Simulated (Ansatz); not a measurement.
# SiS2 (Ibam): a single-point run

Wanted: a converged single-point run for SiS2 (Ibam), and a check of what comes out. The structure is shown as the input types it.

Program: Ansatz 0.2.0. Level of theory: DFT PBE, scalar-relativistic, plane waves, PAW. These are calculated values, not measurements.

## 1. The structure to begin with

It takes space group Ibam (No. 72, orthorhombic). The conventional cell has a = 6.295 Å, b = 11.068 Å, c = 5.594 Å, α = 90.00°, β = 90.00°, γ = 90.00°. Si (site symmetry 222) is surrounded by 4 S at 2.15 Å. S (site symmetry m) is surrounded by 2 Si at 2.15 Å.

Coordinates:

```cif
data_structure
_symmetry_space_group_name_H-M 'P 1'
_symmetry_Int_Tables_number 1
_cell_length_a 6.9535
_cell_length_b 6.9535
_cell_length_c 6.9535
_cell_angle_alpha 126.177
_cell_angle_beta 74.532
_cell_angle_gamma 132.565
_cell_volume 194.85
loop_
_atom_site_label
_atom_site_type_symbol
_atom_site_fract_x
_atom_site_fract_y
_atom_site_fract_z
_atom_site_occupancy
Si1 Si 0.75000 0.75000 0.00000 1
Si2 Si 0.25000 0.25000 0.00000 1
S1 S 0.89611 0.81599 0.71211 1
S2 S 0.10389 0.18401 0.28789 1
S3 S 0.39611 0.68401 0.08012 1
S4 S 0.60389 0.31599 0.91988 1
```

## 2. The calculation

Input file input.yaml:

```yaml
crystal:
  lattice:
    - [-3.1472974623, 5.5338764997, 2.7968812259]
    - [3.1472974623, -5.5338764997, 2.7968812259]
    - [3.1472974623, 5.5338764997, -2.7968812259]
  atoms:
    - { symbol: Si, position: [0.75, 0.75, 0.0] }
    - { symbol: Si, position: [0.25, 0.25, 0.0] }
    - { symbol: S, position: [0.8961120135, 0.8159935942, 0.7121056077] }
    - { symbol: S, position: [0.1038879865, 0.1840064058, 0.2878943923] }
    - { symbol: S, position: [0.3961120135, 0.6840064058, 0.0801184193] }
    - { symbol: S, position: [0.6038879865, 0.3159935942, 0.9198815807] }
basis:
  ecutwfc: 420
  ecutrho_ratio: 4
kpoints:
  mp_grid: { grid: [8, 8, 8] }
hamiltonian:
  xc: pbe
scf:
  occupations: { method: fixed }
  max_iter: 80
output:
  forces: true
  stress: true
```

Started as:

```sh
$ ansatz run input.yaml --threads 4 --pin off --max-ram 7168MiB --backend cpu --events-out ev --progress --plain --runs-dir out
```

Q: Will this input give a usable result? If not, why, and what should change?

The run converged and reported no error. That alone doesn't make the input a sound one.

Fixed occupations are right only where a gap separates filled from empty bands at every k-point. This system has one (3.10 eV on the mesh), so they are sound here.

The occupations need no remedy; a run with other occupations serves as a check.
